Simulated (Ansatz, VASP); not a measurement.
Given: the input of a run of VASP 6.6.1 on BiTe.

Contents of INCAR:

```
SYSTEM = BiTe
ALGO = Normal
EDIFF = 1E-7
EDIFFG = -0.01
ENCUT = 600
GGA = PE
IBRION = 2
ISIF = 3
ISMEAR = -1
IVDW = 12
LASPH = .TRUE.
LCHARG = .FALSE.
LREAL = .FALSE.
LWAVE = .FALSE.
NELM = 80
NSW = 60
PREC = Accurate
SIGMA = 0.05
```

KPOINTS

```
k-points
0
G
  7 7 7
  0 0 0
```

The input POSCAR:

```
BiTe
1.0
    2.4227077728      1.3987509848      3.3172919545
   -2.4227077728      1.3987509848      3.3172919545
    0.0000000000     -2.7975019696      3.3172919545
Bi Te
1 1
Direct
    0.5000000000      0.5000000000      0.5000000000
    0.0000000000      0.0000000000      0.0000000000
```

Potentials or basis: VASP PAW PBE potentials, release 64 (Bi_d, Te).

Launch:

```bash
$ cat potpaw_PBE.64/Bi_d/POTCAR potpaw_PBE.64/Te/POTCAR > POTCAR
$ mpirun -np 1 vasp_std > vasp.out
```

Question: Set up the same calculation for Ansatz 0.2.0. Potentials there: Ansatz PAW.

Answer: As run (the cutoff follows the program's own potentials):

Contents of input.yaml:

```yaml
crystal:
  lattice:
    - [2.4227077728, 1.3987509848, 3.3172919545]
    - [-2.4227077728, 1.3987509848, 3.3172919545]
    - [0.0, -2.7975019696, 3.3172919545]
  atoms:
    - { symbol: Bi, position: [0.5, 0.5, 0.5] }
    - { symbol: Te, position: [0.0, 0.0, 0.0] }
hamiltonian:
  xc: pbe
  pseudopotentials: { kind: paw }
  dispersion: d3bj
kpoints:
  mp_grid: { grid: [7, 7, 7] }
scf:
  occupations: { method: fermi_dirac, width: 0.05 }
output:
  forces: true
  stress: true
  eigenvalues: true
relax:
  f_tol: 0.01
  max_steps: 40
  cell: { stress_tol: 0.05 }
```

Potentials or basis: Ansatz PAW.

Run with:

```sh
$ ansatz run input.yaml --threads 2 --pin off --max-ram 5632MiB --backend cpu --events-out ev --progress --plain --runs-dir out
```

Both were run:

|  | VASP | Ansatz | Ansatz less VASP |
| --- | --- | --- | --- |
| gap on the k mesh at the Fermi level, each at its own relaxed structure (eV) | none | none | - |
| relaxed volume (Å³/atom) | 32.01 | 31.99 | -0.012 |
| relaxed cell length with the largest relative difference (Å) | 4.218 | 4.216 | -0.0017 |
| energy change over the relaxation (meV/atom) | -12 | -12 | +0.2 |

A gap of «none» marks a metal or a gap that the smearing closes. The two sets of potentials don't hold the same shells in valence.

Caveats: spin-orbit coupling is left out, which moves the levels of the heavy elements; pairwise dispersion overbinds metals, which lowers pressure and volume; the plane-wave basis is chosen anew once the cell has moved, so the energies of steps on either side of that aren't comparable (Ansatz).
